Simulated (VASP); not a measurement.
# Se (R-3m) in VASP: a series of runs

The runs below take Se through relaxation of cell and atoms, with PBEsol.

Program: VASP 6.6.1. These are calculated values, not measurements. Logs are shortened: lines on timing, memory, paths and dates and some standing lists are left out, and cuts for length are marked.

**1. The crystal as given**

Symmetry: R-3m, No. 166, trigonal system. The conventional cell has a = 3.850 Å, b = 3.850 Å, c = 2.645 Å, α = 90.00°, β = 90.00°, γ = 120.00°. Se (site symmetry -3m) has 8 Se at 2.39 to 2.65 Å as nearest neighbours.

This isn't the form of Se at room conditions, which is trigonal, of chains.

**2. Relaxation of cell and atoms, PBEsol, non-collinear spin, zero start, spin-orbit coupling, target pressure 125 GPa, at which the enthalpy is minimised**

INCAR reads:

```
  ALGO = Fast
  EDIFF = 1E-7
  EDIFFG = -0.002
  ENCUT = 520
  GGA = PS
  GGA_COMPAT = False
  IBRION = 2
  ISIF = 3
  ISMEAR = 0
  KPAR = 4
  LASPH = True
  LCHARG = False
  LNONCOLLINEAR = True
  LORBIT = 11
  LREAL = False
  LSORBIT = True
  LWAVE = False
  MAGMOM = 0 0 0
  NELM = 100
  NSW = 80
  PREC = Accurate
  PSTRESS = 1250.0
  SIGMA = 0.1
```

KPOINTS reads:

```
k-points
0
Gamma
  21 21 21
```

POSCAR reads:

```
Se
1.0
    1.9250000000      1.1113992700      0.8816666700
   -1.9250000000      1.1113992700      0.8816666700
    0.0000000000     -2.2227985400      0.8816666700
Se
1
Direct
    0.0000000000      0.0000000000      0.0000000000
```

Potentials or basis: VASP PAW PBE potentials, release 64 (Se).

The run is started by

```console
> cat potpaw_PBE.64/Se/POTCAR > POTCAR
> mpirun -np 4 vasp_ncl > vasp.out
```

OUTCAR:

```text
EDIFF = 1E-7
   EDIFFG = -0.002
   ENCUT = 520
   GGA = PS
   IBRION = 2
   ISIF = 3
   ISMEAR = 0
   LASPH = True
   LNONCOLLINEAR = True
   LORBIT = 11
   LREAL = False
   LSORBIT = True
   NELM = 100
   NSW = 80
   PREC = Accurate
   PSTRESS = 1250.0

 ion  position               nearest neighbor table
   1  0.000  0.000  0.000-

  LATTYP: Found a trigonal (rhomboedric) cell.
 ALAT       =     2.3912694232
 COS(alpha) =    -0.2960878580

  Lattice vectors:

 A1 = (   1.9250000000,   1.1113992700,   0.8816666700)
 A2 = (  -1.9250000000,   1.1113992700,   0.8816666700)
 A3 = (   0.0000000000,  -2.2227985400,   0.8816666700)

Analysis of symmetry for initial positions (statically):
=====================================================================
 Subroutine PRICEL returns:
 Original cell was already a primitive cell.

 Routine SETGRP: Setting up the symmetry group for a
 trigonal (rhombohedral) supercell.

 Subroutine GETGRP returns: Found 12 space group operations
 (whereof 12 operations were pure point group operations)
 out of a pool of 12 trial point group operations.

The static configuration has the point symmetry D_3d.

Analysis of symmetry for dynamics (positions and initial velocities):
=====================================================================
 Subroutine PRICEL returns:
 Original cell was already a primitive cell.

 Routine SETGRP: Setting up the symmetry group for a
 trigonal (rhombohedral) supercell.

 Subroutine GETGRP returns: Found 12 space group operations
 (whereof 12 operations were pure point group operations)
 out of a pool of 12 trial point group operations.

The dynamic configuration has the point symmetry D_3d.

Analysis of structural, dynamic, and magnetic symmetry:
=====================================================================
 Subroutine PRICEL returns:
 Original cell was already a primitive cell.

 Routine SETGRP: Setting up the symmetry group for a
 trigonal (rhombohedral) supercell.

 Subroutine GETGRP returns: Found 12 space group operations
 (whereof 12 operations were pure point group operations)
 out of a pool of 12 trial point group operations.

The overall configuration has the point symmetry D_3d.

 Subroutine INISYM returns: Found 12 space group operations
 (whereof 12 operations are pure point group operations),
 and found     1 'primitive' translations

----------------------------------------------------------------------------------------

                                     Primitive cell

  volume of cell :      11.3177

  direct lattice vectors                    reciprocal lattice vectors
     1.925000000  1.111399270  0.881666670     0.259740260  0.149961109  0.378071832
    -1.925000000  1.111399270  0.881666670    -0.259740260  0.149961109  0.378071832
     0.000000000 -2.222798540  0.881666670     0.000000000 -0.299922217  0.378071832

  length of vectors
     2.391269423  2.391269423  2.391269426     0.482588486  0.482588486  0.482588486

  position of ions in fractional coordinates (direct lattice)
     0.000000000  0.000000000  0.000000000

  ion indices of the primitive-cell ions
   primitive index   ion index
                 1           1

----------------------------------------------------------------------------------------

 KPOINTS: k-points

Automatic generation of k-mesh.
 Grid dimensions read from file:
 generate k-points for:   21   21   21

 Generating k-lattice:

  Cartesian coordinates                     Fractional coordinates (reciprocal lattice)
     0.012368584  0.007141005  0.018003421     0.047619048  0.000000000  0.000000000
    -0.012368584  0.007141005  0.018003421     0.000000000  0.047619048  0.000000000
     0.000000000 -0.014282010  0.018003421     0.000000000  0.000000000  0.047619048

  Length of vectors
     0.022980404  0.022980404  0.022980404

  Shift w.r.t. Gamma in fractional coordinates (k-lattice)
     0.000000000  0.000000000  0.000000000

 Subroutine IBZKPT returns following result:
 ===========================================

 Found    891 irreducible k-points:

 Following reciprocal coordinates:
            Coordinates               Weight
  0.000000  0.000000  0.000000      1.000000
  0.047619  0.000000  0.000000      6.000000
  0.095238  0.000000  0.000000      6.000000
  0.142857  0.000000  0.000000      6.000000
  0.190476  0.000000  0.000000      6.000000
  0.238095  0.000000  0.000000      6.000000
[... 16 lines left out ...]
 -0.428571  0.047619  0.000000     12.000000
 -0.380952  0.047619  0.000000     12.000000
 [... further k-points ...]
   k-points           NKPTS =    891   k-points in BZ     NKDIM =    891   number of bands    NBANDS=     14
   number of dos      NEDOS =    301   number of ions     NIONS =      1
   total plane-waves  NPLWV =   5832
   dimension x,y,z NGX =    18 NGY =   18 NGZ =   18
   dimension x,y,z NGXF=    36 NGYF=   36 NGZF=   36
   ions per type =               1
   NGX,Y,Z   is equivalent  to a cutoff of  12.51, 12.51, 12.51 a.u.
   NGXF,Y,Z  is equivalent  to a cutoff of  25.03, 25.03, 25.03 a.u.
 SYSTEM =  unknown system
   PREC   = accura    normal or accurate (medium, high low for compatibility)
   ISTART =      0    job   : 0-new  1-cont  2-samecut
   ICHARG =      2    charge: 1-file 2-atom 10-const
   ISPIN  =      1    spin polarized calculation?
   LNONCOLLINEAR =      T non collinear calculations
   LSORBIT =      T    spin-orbit coupling
   LASPH  =      T    aspherical Exc in radial PAW
   ENCUT  =  520.0 eV  38.22 Ry    6.18 a.u.   4.45  4.45  4.45*2*pi/ulx,y,z
   NELM   =    100;   NELMIN=  2; NELMDL= -5     # of ELM steps
   EDIFF  = 0.1E-06   stopping-criterion for ELM
   LREAL  =      F    real-space projection
   EDIFFG = -.2E-02   stopping-criterion for IOM
   NSW    =     80    number of steps for IOM
   IBRION =      2    ionic relax: 0-MD 1-quasi-New 2-CG
   NFREE  =      1    steps in history (QN), initial steepest desc. (CG)
   ISIF   =      3    stress and relaxation
   ISYM   =      2    0-nonsym 1-usesym 2-fastsym
   POTIM  = 0.5000    time-step for ionic-motion
   TEBEG  =    0.0;   TEEND  =   0.0 temperature during run
   PSTRESS= 1250.0 pullay stress
   NELECT =       6.0000    total number of electrons
   NUPDOWN=      -1.0000    fix difference up-down
   EMIN   =  10.00;   EMAX   =-10.00  energy-range for DOS
   EFERMI =   0.00;   METHOD = LEGACY
   ISMEAR =     0;   SIGMA  =   0.10  broadening in eV -4-tet -1-fermi 0-gaus
   EFERMI_NEDOS =   21; number of points for ismear=-14 and -15
   IALGO  =     68    algorithm
   IMIX   =      4    mixing-type and parameters
     AMIX     =   0.40;   BMIX     =  1.00
     AMIX_MAG =   1.60;   BMIX_MAG =  1.00
  volume/ion in A,a.u.               =      11.32        76.38
  Fermi-wavevector in a.u.,A,eV,Ry     =   1.324971  2.503832 23.885687  1.755548
  Thomas-Fermi vector in A             =   2.454466
   LORBIT       =     11    0 simple, 1 ext, 2 COOP (PROOUT), +10 PAW based schemes
   GGA     = PS    functional components
   LHFCALC =     F    Hartree Fock is set to
   AEXX    =    0.0000 exact exchange contribution
   IVDW    =     0    specifies the selected vdW correction
   LEPSILON=     F    determine dielectric tensor
   LRPA    =     F    only Hartree local field effects (RPA)
 conjugate gradient relaxation of ions
 RMM-DIIS sequential band-by-band and
 Gauss-broadening in eV      SIGMA  =   0.10
  energy-cutoff  :      520.00
  volume of cell :       11.32
 maximum number of plane-waves:       630
 NGX is ok and might be reduce to    18
   NGX =  9   NGY =  9   NGZ =  9

--------------------------------------- Ionic step        1  -------------------------------------------

 number of electron       6.0000000 magnetization       0.0000000      0.0000000      0.0000000

 number of electron       6.0000000 magnetization      -0.0000000     -0.0000000      0.0000000

 number of electron       6.0000000 magnetization       0.0000000      0.0000000     -0.0000000

 Free energy of the ion-electron system (eV)
  ---------------------------------------------------
  ext. energy  EPLUGINS =         0.00000000
  ---------------------------------------------------
  free energy    TOTEN  =        -1.09912014 eV

  energy without entropy =       -1.09748595  energy(sigma->0) =       -1.09830305

------------------------ aborting loop because EDIFF is reached ----------------------------------------

  FORCE on cell =-STRESS in cart. coord.  units (eV):
  Direction    XX          YY          ZZ          XY          YZ          ZX
  --------------------------------------------------------------------------------------
  -------------------------------------------------------------------------------------
  Total       10.8261553     10.8261554     10.6631097      0.0000000      0.0000000      0.0000000
  in kB     1532.5982392   1532.5982442   1509.5167812      0.0000000      0.0000000      0.0000000
  external PRESSURE =     274.9044215 kB  Pullay stress =    1250.0000000 kB
[... 26 lines left out ...]
 number of electron       5.9999997 magnetization       0.0000000      0.0000000      0.0000000

 number of electron       5.9999997 magnetization      -0.0000000     -0.0000000     -0.0000000

 E-fermi :   9.8935     XC(G=0): -12.1884

 val. band max:        9.8800639701   @ k =  -0.1905   0.1905   0.1429
 cond. band min:       9.8953881051   @ k =  -0.1429   0.3810   0.0476
 fundamental gap:      0.0153241350
 Fermi energy:         9.8935366452

 k-point     1 :       0.0000    0.0000    0.0000
  band No.  band energies     occupation
      1      -9.7654      1.00000
      2      -9.7654      1.00000
      3      13.5142      0.00000
      4      13.5142      0.00000
      5      15.0668      0.00000
      6      15.0668      0.00000
      7      15.4886      0.00000
      8      15.4886      0.00000
      9      21.8581      0.00000
     10      21.8581      0.00000
     11      21.8636      0.00000
     12      21.8636      0.00000
     13      23.2315      0.00000
     14      23.2315      0.00000
[... 466 lines left out ...]
  energy  without entropy=       -1.6286762267  energy(sigma->0) =       -1.62953839

  enthalpy is  TOTEN    =         7.6853588195 eV   P V=        9.3157593629

[... ionic steps 4 to 43 ...]

--------------------------------------- Ionic step       44  -------------------------------------------

 number of electron       5.9999989 magnetization       0.0000000     -0.0000000     -0.0000000

------------------------ aborting loop because EDIFF is reached ----------------------------------------
[... 73 lines left out ...]
 number of electron       5.9999987 magnetization       0.0000000     -0.0000000     -0.0000000

 number of electron       5.9999987 magnetization      -0.0000000      0.0000000      0.0000000

 Free energy of the ion-electron system (eV)
  ---------------------------------------------------
  ext. energy  EPLUGINS =         0.00000000
  ---------------------------------------------------
  free energy    TOTEN  =        -1.54529893 eV

  energy without entropy =       -1.54367058  energy(sigma->0) =       -1.54448476

 E-fermi :  13.9625     XC(G=0): -13.2976

 val. band max:       13.9289827534   @ k =  -0.2381   0.0476   0.0476
 cond. band min:      13.9950882945   @ k =   0.4762   0.2857   0.0476
 fundamental gap:      0.0661055411
 Fermi energy:        13.9625109527

 k-point     1 :       0.0000    0.0000    0.0000
  band No.  band energies     occupation
      1      -9.0160      1.00000
      2      -9.0160      1.00000
      3      20.2672      0.00000
      4      20.2672      0.00000
      5      21.1237      0.00000
      6      21.1237      0.00000
      7      21.1247      0.00000
      8      21.1247      0.00000
      9      27.7407      0.00000
     10      27.7407      0.00000
     11      27.7416      0.00000
     12      27.7416      0.00000
     13      27.8179      0.00000
     14      27.8179      0.00000
[... 423 lines left out ...]
  energy  without entropy=       -1.5436705827  energy(sigma->0) =       -1.54448476

  enthalpy is  TOTEN    =         7.6772833295 eV   P V=        9.2225822605

 reached required accuracy - stopping structural energy minimisation

 Spin-Orbit-Coupling matrix elements

 Ion:    1  E_soc:     -0.0422480
 l=   1
     0.0000000    -0.0069979    -0.0069958
    -0.0069979     0.0000000    -0.0069979
    -0.0069958    -0.0069979     0.0000000
 l=   2
     0.0000000    -0.0000077     0.0000000    -0.0000077    -0.0000383
    -0.0000077     0.0000000    -0.0000287    -0.0000058    -0.0000077
     0.0000000    -0.0000287     0.0000000    -0.0000287     0.0000000
    -0.0000077    -0.0000058    -0.0000287     0.0000000    -0.0000077
    -0.0000383    -0.0000077     0.0000000    -0.0000077     0.0000000
 l=   3
     0.0000000     0.0000000     0.0000000     0.0000000     0.0000000     0.0000000     0.0000000
     0.0000000     0.0000000     0.0000000     0.0000000     0.0000000     0.0000000     0.0000000
     0.0000000     0.0000000     0.0000000     0.0000000     0.0000000     0.0000000     0.0000000
     0.0000000     0.0000000     0.0000000     0.0000000     0.0000000     0.0000000     0.0000000
     0.0000000     0.0000000     0.0000000     0.0000000     0.0000000     0.0000000     0.0000000
     0.0000000     0.0000000     0.0000000     0.0000000     0.0000000     0.0000000     0.0000000
     0.0000000     0.0000000     0.0000000     0.0000000     0.0000000     0.0000000     0.0000000

 total charge

# of ion       s       p       d       tot
------------------------------------------
    1        1.562   2.296   0.245   4.102

 magnetization (x)

# of ion       s       p       d       tot
------------------------------------------
    1        0.000  -0.000  -0.000  -0.000

 magnetization (y)

# of ion       s       p       d       tot
------------------------------------------
    1       -0.000   0.000   0.000  -0.000

 magnetization (z)

# of ion       s       p       d       tot
------------------------------------------
    1       -0.000   0.000   0.000   0.000
```

Run time: 10 min. Hardware: 4 MPI ranks of Intel Xeon Platinum 8488C (Sapphire Rapids), shared host; peak memory 0.32 GiB.

Results:

* Free energy: -1.5453 eV
* Relaxed volume: 11.82 Å³/atom
* Relaxed cell: a = 2.486 Å, b = 2.486 Å, c = 2.486 Å, α = 109.47°, β = 109.47°, γ = 109.47°
* Space group after relaxing (to 0.05 Å): Im-3m (No. 229)
* Energy change on relaxing (the enthalpy is what falls): -446.2 meV/atom
* Ionic steps: 46
* Pressure after relaxing: 125.0 GPa
* Net moment: 0.00 μB per cell
* Valence electrons inside the program's atomic spheres: Se 4.10

Step by step:
```csv
step,energy change (eV),largest force (eV/Å),pressure (GPa),volume (Å³)
1,0.0000,0.0000,152.49,11.32
3,-0.5313,0.0000,122.02,11.94
5,-0.4724,0.0000,125.39,11.86
7,-0.4740,0.0000,125.28,11.87
9,-0.4753,0.0000,125.21,11.87
11,-0.4810,0.0000,124.88,11.88
13,-0.4789,0.0000,125.00,11.87
15,-0.4788,0.0000,125.00,11.87
17,-0.4788,0.0000,125.00,11.87
19,-0.4785,0.0000,125.00,11.87
21,-0.4773,0.0000,125.00,11.87
23,-0.4723,0.0000,124.96,11.86
25,-0.4456,0.0000,125.59,11.83
27,-0.4158,0.0000,126.72,11.78
29,-0.4032,0.0000,127.49,11.77
31,-0.4155,0.0000,126.78,11.78
33,-0.4701,0.0000,123.62,11.85
35,-0.4457,0.0000,125.02,11.82
37,-0.4456,0.0000,125.03,11.82
39,-0.4455,0.0000,125.04,11.82
41,-0.4452,0.0000,125.06,11.82
43,-0.4451,0.0000,125.06,11.82
45,-0.4487,0.0000,124.86,11.82
46,-0.4462,0.0000,125.00,11.82
```

Final structure:
```cif
data_structure
_symmetry_space_group_name_H-M 'P 1'
_symmetry_Int_Tables_number 1
_cell_length_a 2.4856
_cell_length_b 2.4856
_cell_length_c 2.4856
_cell_angle_alpha 109.473
_cell_angle_beta 109.473
_cell_angle_gamma 109.471
_cell_volume 11.82
loop_
_atom_site_label
_atom_site_type_symbol
_atom_site_fract_x
_atom_site_fract_y
_atom_site_fract_z
_atom_site_occupancy
Se1 Se 0.00000 0.00000 0.00000 1
```

Moments on the atoms (μB; x, y, z):
```
Se  0.00 0.00 0.00
```

Caveat: the cell is relaxed towards a set pressure, so the enthalpy falls and the energy may rise; the PAW data sets were made with another functional, which shifts forces and pressure a little. Zero-point motion and thermal expansion aren't in these numbers.

**3. Relaxation of cell and atoms, PBEsol, non-collinear spin, zero start, spin-orbit coupling, target pressure 125 GPa, at which the enthalpy is minimised**

This run uses another cell than the first one, of 11.82 Å³/atom, 1.044 times its volume.

INCAR is that of step 2.

KPOINTS is that of step 2.

POSCAR reads:

```
Se                                      
1.0
    2.0294724027      1.1717371890      0.8284923308
   -2.0294724027      1.1717371890      0.8284923308
    0.0000000000     -2.3434743780      0.8284923308
  Se            
     1
Direct
     0.0000000000000000    0.0000000000000000    0.0000000000000000
```

Potentials or basis: VASP PAW PBE potentials, release 64 (Se).

The run is started by

```console
> cat potpaw_PBE.64/Se/POTCAR > POTCAR
> mpirun -np 4 vasp_ncl > vasp.out
```

Wall time 2.2 min (4 MPI ranks of Intel Xeon Platinum 8488C (Sapphire Rapids), shared host); peak memory 0.6 GiB.

Results (log left out):

| Item | Value |
| --- | --- |
| Free energy | -1.5457 eV |
| Pressure after relaxing | 125.0 GPa |
| Net moment | 0.00 μB per cell |
| Valence electrons inside the program's atomic spheres | Se 4.10 |

Final structure:
```
Se
1.0
     2.02947    1.17174    0.82849
    -2.02947    1.17174    0.82849
     0.00000   -2.34347    0.82849
Se
1
Direct
  0.00000 0.00000 0.00000
```

Moments on the atoms (μB; x, y, z):
```
Se  0.00 0.00 0.00
```

Caveat: the relaxation stopped at its first step, so nothing moved; the cell is relaxed towards a set pressure, so the enthalpy falls and the energy may rise; the PAW data sets were made with another functional, which shifts forces and pressure a little.
